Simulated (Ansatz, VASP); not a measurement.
**TaN in VASP and in Ansatz**

The input INCAR:

```
SYSTEM = TaN
  ALGO = Normal
  EDIFF = 1E-7
  ENCUT = 520
  GGA = PE
  ISIF = 2
  ISMEAR = 0
  LASPH = .TRUE.
  LCHARG = .FALSE.
  LREAL = .FALSE.
  LWAVE = .FALSE.
  NBANDS = 15
  NELM = 80
  PREC = Accurate
  SIGMA = 0.15
```

KPOINTS

```
k-points
0
G
  8 8 8
  0 0 0
```

Contents of POSCAR:

```
TaN
1.0
    0.0000000000      2.1790000000      2.1790000000
    2.1790000000      0.0000000000      2.1790000000
    2.1790000000      2.1790000000      0.0000000000
Ta N
1 1
Direct
    0.4955773153      0.5060326847      0.4915826847
    0.0264700000      0.9971200000      0.9852200000
```

Input for Ansatz:

```yaml
crystal:
  lattice:
    - [0.0, 2.179, 2.179]
    - [2.179, 0.0, 2.179]
    - [2.179, 2.179, 0.0]
  atoms:
    - { symbol: Ta, position: [0.49557731528223953, 0.5060326847177604, 0.49158268471776045] }
    - { symbol: "N", position: [0.02647, 0.99712, 0.98522] }
basis:
  ecutwfc: 540.0
  xc_grid: 2
kpoints:
  mp_grid:
    grid: [8, 8, 8]
hamiltonian:
  xc: pbe
scf:
  convergence:
    dr2_threshold: 1.0e-09
  occupations:
    method: gaussian
    width: 0.15
output:
  forces: true
  stress: true
```

Alike in both runs: task single point; functional PBE; k mesh 8 × 8 × 8; occupations gaussian, width 0.15 eV; no spin polarisation.

|  | VASP | Ansatz |
| --- | --- | --- |
| version | VASP 6.6.1 | Ansatz 0.2.0 |
| potentials or method | VASP PAW PBE potentials, release 64 (Ta_pv, N) | plane waves, PAW |
| plane-wave cutoff (eV) | 520 | 540 |
| valence electrons in the cell | 16 | 18 |

```csv
,VASP,Ansatz,Ansatz less VASP
pressure (GPa),17.0,16.0,-0.98
largest component of the traceless stress (GPa),0.56,0.55,-0.004
rms of the force components (eV/Å),0.473,0.472,-0.0008
```

Atom by atom the forces differ by 0.001 eV/Å (rms over components). The functional is the same, so the differences come from potentials, cutoffs and numerics. The two sets of potentials don't hold the same shells in valence. Ansatz warned: «stress_scf_threshold_loose».

Caveats: so large a pressure means that the cell lies far from this level's equilibrium, or that cutoff or potentials fall short (VASP). Spin-orbit coupling is left out, which matters for the levels of Ta.
